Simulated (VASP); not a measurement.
Write the native input for VASP 6.6.1 that does the following.

```
Task                   : single point
Functional             : RPBE
Dispersion             : D3(BJ)
Potentials or basis    : VASP PAW PBE potentials, release 64 (K_sv)
Cutoff                 : 400 eV
k mesh                 : 1 × 1 × 1
Occupations            : gaussian, width 0.01 eV
Spin                   : collinear spin, ferromagnetic start
Starting moments       : [0.5] μB
Fixed moment           : 1 μB
Further INCAR settings : ALGO = Normal; EDIFF = 1e-06; NBANDS = 14; ISYM = 0
```

The structure of K lies in POSCAR:

```
K                                       
1.0
   10.5000000000      0.0000000000      0.0000000000
    0.0000000000     11.0000000000      0.0000000000
    0.0000000000      0.0000000000     11.5000000000
  K             
     1
Selective dynamics
Direct
     0.5000000000000000    0.5045454544999970    0.5000000000000000   F   F   F
```

These files were run (other wordings do the same):

INCAR

```
SYSTEM = K
ALGO = Normal ; EDIFF = 1E-6
ENCUT = 400 ; GGA = RP
ISIF = 2 ; ISMEAR = 0
ISPIN = 2 ; ISYM = 0
IVDW = 12 ; LASPH = .True.
LCHARG = .False. ; LORBIT = 11
LREAL = .False. ; LWAVE = .False.
MAGMOM = 0.5 ; NBANDS = 14
NELM = 100 ; NUPDOWN = 1
PREC = Accurate ; SIGMA = 0.01
```

KPOINTS

```
k-points
0
Gamma
  1 1 1
  0 0 0
```

Potentials or basis: VASP PAW PBE potentials, release 64 (K_sv).

Command:

```sh
$ cat potpaw_PBE.64/K_sv/POTCAR > POTCAR
$ mpirun -np 4 vasp_gam > vasp.out
```

Results of the run:

```
Net moment                                            : 1.00 μB per cell
Site moments                                          : K +0.03 μB
Valence electrons inside the program's atomic spheres : K 7.55
Dispersion energy per atom                            : -0.009 eV
```

Caveat: the total moment is fixed, so each spin has its own Fermi level.

Run time: 52 s on 4 MPI ranks on Intel(R) Xeon(R) Platinum 8488C (Sapphire Rapids), on a shared host, peak memory 0.38 GiB a rank.
